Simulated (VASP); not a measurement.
Here is a VASP 6.6.1 calculation.

The input INCAR:

```
SYSTEM = Na
PREC     = Accurate       ! precision mode
ENCUT    = 520            ! plane-wave cutoff, eV
EDIFF    = 1E-6           ! SCF threshold, eV
ISMEAR   = 0              ! smearing method
SIGMA    = 0.1            ! smearing width, eV
LREAL    = .FALSE.        ! projectors in reciprocal space
LASPH    = .TRUE.         ! aspherical terms in the spheres
NELM     = 100            ! most SCF steps
ALGO     = Normal         ! electronic algorithm
ISIF     = 2              ! what is computed and relaxed
LWAVE    = .FALSE.        ! write WAVECAR
LCHARG   = .FALSE.        ! write CHGCAR
METAGGA  = R2SCAN         ! meta-GGA
LMIXTAU  = .TRUE.       
NBANDS   = 10             ! bands
```

File KPOINTS:

```
Automatic mesh
0
G
  14 14 14
  0 0 0
```

File POSCAR:

```
Na
1.0
   -2.0848200000      2.0848200000      2.0848200000
    2.0848200000     -2.0848200000      2.0848200000
    2.0848200000      2.0848200000     -2.0848200000
Na
1
Direct
    0.0000000000      0.0000000000      0.0000000000
```

Potentials or basis: VASP PAW PBE potentials, release 64 (Na_pv).

Command:

```bash
$ cat potpaw_PBE.64/Na_pv/POTCAR > POTCAR
$ mpirun -np 1 vasp_std > vasp.out
```

(1) What does it give for the band gap on the k mesh?

(2) What does it give for the pressure?

Results:

(1) none (metal or under the smearing width).

(2) 0.4 GPa.

Caveat: the PAW data sets were made with another functional, which shifts forces and pressure a little.
